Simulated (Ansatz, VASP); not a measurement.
# CdInS2 in VASP and in Ansatz

INCAR

```
SYSTEM = CdInS2
PREC = Accurate
ENCUT = 520
EDIFF = 1E-7
ISMEAR = -1
SIGMA = 0.02
LREAL = .False.
LASPH = .True.
NELM = 100
ALGO = Normal
ISIF = 2
LWAVE = .False.
LCHARG = .False.
GGA = PE
NBANDS = 26
```

The input KPOINTS:

```
regular mesh
0
Gamma
  6 6 3
  0 0 0
```

Contents of POSCAR:

```
CdInS2
1.0
    3.8694961422      0.0000000000      0.0000000000
   -1.9347480711      3.3510819590      0.0000000000
    0.0000000000      0.0000000000      6.8105290000
In Cd S
1 1 2
Direct
    0.0000000000      0.0000000000      0.5000000000
    0.0000000000      0.0000000000      0.0000000000
    0.3333333333      0.6666666667      0.2449510000
    0.6666666667      0.3333333333      0.7550490000
```

The input input.yaml:

```yaml
crystal:
  lattice:
    - [3.8694961422, 0.0, 0.0]
    - [-1.9347480711, 3.351081959, 0.0]
    - [0.0, 0.0, 6.810529]
  atoms:
    - { symbol: In, position: [0.0, 0.0, 0.5] }
    - { symbol: Cd, position: [0.0, 0.0, 0.0] }
    - { symbol: S, position: [0.3333333333, 0.6666666667, 0.244951] }
    - { symbol: S, position: [0.6666666667, 0.3333333333, 0.755049] }
kpoints:
  mp_grid: { grid: [6, 6, 3] }
scf:
  occupations: { method: fermi_dirac, width: 0.02 }
hamiltonian:
  xc: pbe
  pseudopotentials: { kind: all_electron, lapw: { basis_error: 0.004 } }
output:
  forces: true
  stress: true
  eigenvalues: true
```

The cell comes from a database or a generator and needn't be the stable form of this composition.

Alike in both runs: task single point; functional PBE; k mesh 6 × 6 × 3; occupations fermi-dirac, width 0.02 eV; no spin polarisation.

|  | VASP | Ansatz |
| --- | --- | --- |
| version | VASP 6.6.1 | Ansatz 0.2.0 |
| potentials or method | VASP PAW PBE potentials, release 64 (In_d, Cd, S) | all-electron LAPW, scalar-relativistic |
| plane-wave cutoff (eV) | 520 | see its input |

```tsv
	VASP	Ansatz	Ansatz less VASP
gap on the k mesh at the Fermi level (eV)	none	none	-
pressure (GPa)	0.2	0.1	-0.13
rms of the force components (eV/Å)	0.052	0.063	+0.0107
```

Atom by atom the forces differ by 0.011 eV/Å (rms over components). A gap of «none» marks a metal or a gap that the smearing closes. Ansatz ran all-electron here, so the differences hold the error of VASP's frozen core and of both bases.

Caveats: the k mesh is thin for a metal, which can move the energy by tens of meV per atom (Ansatz).
